# Selenide gaps from one bond length

The more completely a metal hands its electrons to selenium, the wider the gap should be: that is the naive picture of an ionic semiconductor. The Bader charge, which divides the electron density among the atoms along its minima, puts this picture to the test. Selenium carries −0.84 e in PbSe and only −0.52 e in WSe₂, yet WSe₂ has a gap more than four times as wide. No charge is available for ZnSe, but this one pair is enough to show that more charge need not mean a wider gap. Among the four known charges the order is in fact nearly the reverse.

For the selenium sites listed in the table, the distance to the nearest metal atom puts all five crystals in order. Two values are worth remembering: a gap near 1 eV when selenium sits 2.5 Å from its metal neighbour, and near 0.2 eV when it sits 3.1 Å away. The gap is the energy between the highest filled and the lowest empty level. Reading down the table, the distance shrinks and the gap widens at every step.

Five selenides in fixed measured cells, computed with Ansatz 0.2.0 (all-electron LAPW, PBEsol, scalar-relativistic without spin-orbit coupling, no spin polarisation). Each row describes the first Se site of the crystal, and the gaps are Kohn-Sham gaps. Bader charges come from frozen-core PAW runs in the same cells; a negative charge means electrons gained.

| compound | space group | site of Se | cell | nearest neighbour | distance (Å) | first-shell neighbours | volume (Å³/atom) | gap (eV) | smallest direct gap on the path (eV) | Bader charge of Se (e) |
| --- | --- | --- | --- | --- | --- | --- | --- | --- | --- | --- |
| Bi2Se3 | 166 | 3:-3m | measured cell (COD) | Bi | 3.08 | 6 | 28.4 | 0.14 | 0.14 | -0.81 |
| PbSe | 225 | 4:m-3m | measured cell (COD) | Pb | 3.06 | 6 | 28.7 | 0.20 | 0.20 | -0.84 |
| InSe | 12 | 4:m | measured cell (COD) | In | 2.58 | 3 | 26.1 | 0.86 | 1.34 | -0.74 |
| WSe2 | 194 | 4:3m | measured cell (COD) | W | 2.53 | 3 | 20.3 | 0.92 | 1.52 | -0.52 |
| ZnSe | 216 | 4:-43m | measured cell (COD) | Zn | 2.45 | 4 | 22.8 | 1.17 | 1.17 | n/a |

## Why short bonds can go with wide gaps

The hydrogen molecule shows the principle. Two orbitals combine into a filled bonding level and an empty antibonding level, and the two move apart as the atoms approach, because the orbitals overlap more. Selenium and a metal neighbour can do much the same, and the rule borrows its form from this picture. The picture does not describe every row: in WSe₂ both edges of the gap have strong tungsten 5d character, in InSe bonds between indium atoms are expected to take part, and in PbSe the top of the filled bands is itself antibonding. There the rule is a correlation and not an explanation. Even for ZnSe the analogy is incomplete. The selenium levels start below the zinc levels, which adds to the splitting, and in a crystal each level spreads into a band, and the gap is what the bands leave open between them.

The strength of the coupling can be estimated from kinetic energy. An electron wave that changes over a distance $d$ has a kinetic energy of the order of $\hbar^2/(m d^2)$, where $m$ is the electron mass. For a bond of 2.5 Å this is about 1 eV, which gives a rough scale for the coupling. If the coupling follows this energy, it falls roughly as $1/d^2$. This is a theoretical argument, and five crystals with five different metals cannot confirm the exact power.

Coupling alone would give too weak a trend. From PbSe to ZnSe the factor $1/d^2$ grows by $(3.06/2.45)^2 \approx 1.6$, while the gap grows about sixfold. A gap is a small remainder between larger energies, so a modest change in the splitting can change it a great deal. The simplest way to write this is to subtract a constant for everything that closes the gap. That step is crude, because the band widths depend on the bond length too and each metal brings its own levels.

## The rule and two worked rows

With the gap in eV and $d$ the distance in Å from the listed selenium site to its nearest metal atom, the rule is

$$E_\text{gap} \approx \frac{16}{d^2} - 1.5 .$$

Its two constants come from a least-squares fit to all five rows and were rounded afterwards. A larger first constant can be offset by a larger second one, so neither should be read as a measured coupling or band width.

For WSe₂ the table gives a distance of 2.53 Å, and the estimate runs

$$2.53^2 \approx 6.40, \qquad \frac{16}{6.40} = 2.50, \qquad 2.50 - 1.5 = 1.00\ \text{eV}.$$

The computed gap is 0.92 eV, so the estimate is about 9 % too high. This is the largest miss in eV among the five rows.

For Bi₂Se₃, at the other end of the range, the same steps give

$$3.08^2 \approx 9.49, \qquad \frac{16}{9.49} \approx 1.69, \qquad 1.69 - 1.5 = 0.19\ \text{eV}.$$

The computed gap is 0.14 eV. The miss in eV is smaller than for WSe₂, but it amounts to a third of the gap. Whenever the two terms nearly cancel, the rule can say "narrow gap" and little more. Both worked rows were part of the fit, so they show how to use the rule and do not test it.

## How far to trust it

Over the table the rounded rule misses the computed gaps by 0.04 eV on average. That flatters it, because the rows form two groups: long bonds with six neighbours, and short bonds with three or four. A harder trial is to fit the same formula to the three short-bond crystals alone and carry it over to Bi₂Se₃ and PbSe. It then predicts no gap for either and is wrong by about 0.2 eV, as much as the gaps themselves. The five rows are also only a small selection, so for a new selenide, even of a similar kind, an error of 0.2 eV or more should be expected.

Perhaps the distance merely labels the two groups. If each crystal is given the average gap of its group, the typical miss is 0.11 eV, against 0.03 eV for the fitted distance formula. The bond length thus adds something within the short-bond group. That evidence rests on three crystals whose metals differ as well, so the table cannot separate the length of a bond from the atom at its other end. The printed analysis below gives these comparisons in full.

## Which distance, and which gap

The estimate is sensitive to the distance put in. At the bond length of WSe₂, an extra 0.1 Å lowers it by about 0.2 eV. InSe calls for care here: it is a monoclinic form, not the usual hexagonal or rhombohedral one, and the forces left on its atoms show that their positions are not relaxed. Bi₂Se₃ raises a different problem, since the table lists only its inner selenium site. The outer site has shorter bonds, roughly 2.9 Å as a recalled value, and would give an estimate of 0.4 eV, far above the computed gap. The good agreement for Bi₂Se₃ therefore depends on which site is listed, and so does its place in the order: with the outer site its bond would be shorter than that of PbSe, although its gap is smaller.

The rule also gives the smallest gap, whether or not light can bridge it directly. In InSe and WSe₂ the highest filled and lowest empty levels belong to electron waves with different wave vectors, and the smallest direct gap lies about half an eV higher. In bulk WSe₂ heat creates carriers across the smaller gap, computed as 0.92 eV, while strong absorption of light begins nearer the direct gap of 1.52 eV.

## From the computed gap to the real crystal

The rule imitates a semilocal calculation and inherits its errors. For ZnSe it gives 1.17 eV, as the calculation does, while the measured gap is roughly 2.7 eV (recalled). Spin-orbit coupling is missing for the heavy metals. In Bi₂Se₃ it exchanges the character of the band edges, and in PbSe it shifts them strongly, so the small difference between these two gaps carries no meaning.

Narrow gaps are also easily missed by the grid of electron waves used in the calculation. In PbSe the grid of the self-consistent run skips the point L, where the gap lies, and would suggest 0.82 eV. The table's 0.20 eV comes from a path through the bands. Anyone comparing the rule with another calculation should first check that it samples the right point.

## Using the mechanism on a neighbouring case

The safest use is a comparison within one structure and one kind of bonding. Replace zinc in ZnSe by the larger cadmium: the bonds lengthen, the coupling weakens and the gap should narrow, as it is known to do. The metal has changed, but its outer electrons play the same part. Mercury is already an exception: its bonds to selenium are about as long as cadmium's, yet mercury selenide has no gap, because relativistic effects lower the mercury 6s level.

Squeezing a single crystal is a different matter. In PbSe the top of the filled bands is an antibonding mixture of selenium p orbitals with the filled 6s shell of lead. Shorter bonds push this level up, and the gap is known to narrow under pressure, where the rule would widen it. The rule compares compounds and should not be used to estimate the effect of strain.

The ionic picture returns where the metal holds its electrons least. In barium selenide the bonds are long, and the rule, which reaches zero near 3.3 Å, would leave practically no gap. The real crystal has a wide gap, because the empty barium levels lie far above the filled selenium levels even before the orbitals overlap. Where this initial offset sets most of the gap, the rule does not apply.

Output of the analysis:

```
fit of gap on 5 rows: constant -1.525 +/- 0.093, coefficient of x 15.93 +/- 0.67; rms 0.0298, worst WSe2 0.0435, leave-one-out rms 0.0507
Rounded rule 16/d^2 - 1.5 in eV:
     row  first term    rule  computed gap       miss  direct less gap  miss for direct gap
  Bi2Se3       1.687  0.1866          0.14    0.04663                0              0.04663
    PbSe       1.709  0.2087           0.2   0.008744                0             0.008744
    InSe       2.404  0.9037          0.86     0.0437             0.48              -0.4363
    WSe2         2.5  0.9996          0.92    0.07965              0.6              -0.5204
    ZnSe       2.666   1.166          1.17  -0.004444                0            -0.004444
mean absolute miss of the rounded rule (eV): 0.03663
largest absolute miss of the rounded rule (eV): 0.07965
miss for Bi2Se3 as share of its gap (percent): 33.3
fit of gap on 5 rows: constant 0.9833 +/- 0.079, coefficient of six -0.8133 +/- 0.12; rms 0.106, worst ZnSe -0.187, leave-one-out rms 0.161
fit of gap on 3 rows (cn < 5): constant -2.093 +/- 0.58, coefficient of x 19.51 +/- 3.7; rms 0.025, worst WSe2 0.0349, leave-one-out rms 0.102
  rows outside the fit (model, value, miss): Bi2Se3 -0.03656, 0.14, -0.177; PbSe -0.009587, 0.2, -0.21
fall of the estimate for WSe2 if d is 0.1 angstrom longer (eV): 0.1865
estimate for Bi2Se3 from the outer Se site, rough recalled distance (eV): 0.4025
miss of that estimate (eV): 0.2625
distance at which the rounded rule reaches zero gap (angstrom): 3.266
PbSe gap on the mesh that misses L (eV): 0.8215
excess of that mesh gap over the table (eV): 0.6215
```
